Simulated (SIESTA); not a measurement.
A run of SIESTA 5.4.2:

The input Si.fdf:

```
SystemName                      Si
SystemLabel                     Si
NumberOfSpecies                 1
NumberOfAtoms                   2
%block ChemicalSpeciesLabel
  1  14 Si
%endblock ChemicalSpeciesLabel

LatticeConstant                 1.0 Ang
%block LatticeVectors
     0.0000000000     2.7218511865     2.7218511865
     2.7218511865     0.0000000000     2.7218511865
     2.7218511865     2.7218511865     0.0000000000
%endblock LatticeVectors
AtomicCoordinatesFormat         Fractional
%block AtomicCoordinatesAndAtomicSpecies
     0.5000000000     0.5000000000     0.5000000000  1  Si
     0.7500000000     0.7500000000     0.7500000000  1  Si
%endblock AtomicCoordinatesAndAtomicSpecies

%block kgrid.MonkhorstPack
    6   0   0  0.0
    0   6   0  0.0
    0   0   6  0.0
%endblock kgrid.MonkhorstPack
XC.Functional                   GGA
XC.Authors                      PBEsol
PAO.BasisSize                   DZP
PAO.EnergyShift                 0.002 Ry
Mesh.Cutoff                     750 Ry
OccupationFunction              FD
ElectronicTemperature           0.05 eV
MaxSCFIterations                120
SCF.MustConverge                false
SCF.Mixer.Method                Pulay
SCF.Mixer.Weight                0.25
SCF.Mixer.History               8
SCF.DM.Tolerance                5.0e-05
SCF.H.Tolerance                 1.0e-03 eV
WriteForces                     true
Charge.Mulliken                 end
MD.TypeOfRun                    Broyden
MD.Steps                        40
MD.MaxForceTol                  0.01 eV/Ang
MD.MaxDispl                     0.1 Ang
WriteCoorStep                   true
AtomCoorFormatOut               Fractional
MD.VariableCell                 true
MD.MaxStressTol                 0.05 GPa
```

Potentials or basis: PseudoDojo 0.4 standard (PBEsol files), DZP (energy shift 0.002 Ry).

Launch:

```sh
$ siesta < Si.fdf > Si.out 2>&1
```

Hardware: 1 thread of Arm Neoverse V1, on a shared host.

Q: How long does it take, and how much memory?

A: It took 100 s on 1 thread of Arm Neoverse V1, on a shared host, peak memory 0.34 GiB. Counts: scf iterations 13, k points 132, bands 26, ion steps 3.
